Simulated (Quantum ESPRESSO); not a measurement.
BN:

```xyz
4
Lattice="2.5539 0.0000 0.0000 -1.2770 2.2118 0.0000 0.0000 0.0000 4.2269" Properties=species:S:1:pos:R:3 pbc="T T T"
N     0.0000    1.4745    0.5295
N     1.2770    0.7373    2.6430
B     0.0000    1.4745    2.1123
B     1.2770    0.7373    4.2257
```

Measurements of this composition are mostly on another form, of space group No. 194.

Base run:

```yaml
Program: Quantum ESPRESSO 7.5
Functional: PBEsol
Potentials_or_basis: GBRV 1.5 PBEsol
Cutoff: 612 eV
Density_cutoff: 4898 eV
k_mesh: 12 × 12 × 6
Occupations: fermi-dirac, width 0.05 eV
Spin: no spin polarisation
```

Its results: band gap on the k mesh 4.97 eV, indirect (least direct gap 8.16 eV); pressure -5.4 GPa; largest force 0.012 eV/Å.

**Question.** The run is repeated on the same cell with these changes: functional from PBEsol to LDA; potentials or basis from GBRV 1.5 PBEsol to GBRV 1.5 LDA. What comes out?

**Answer.** Band gap on the k mesh 4.96 eV, indirect (least direct gap 8.12 eV); pressure -12.5 GPa; largest force 0.020 eV/Å.
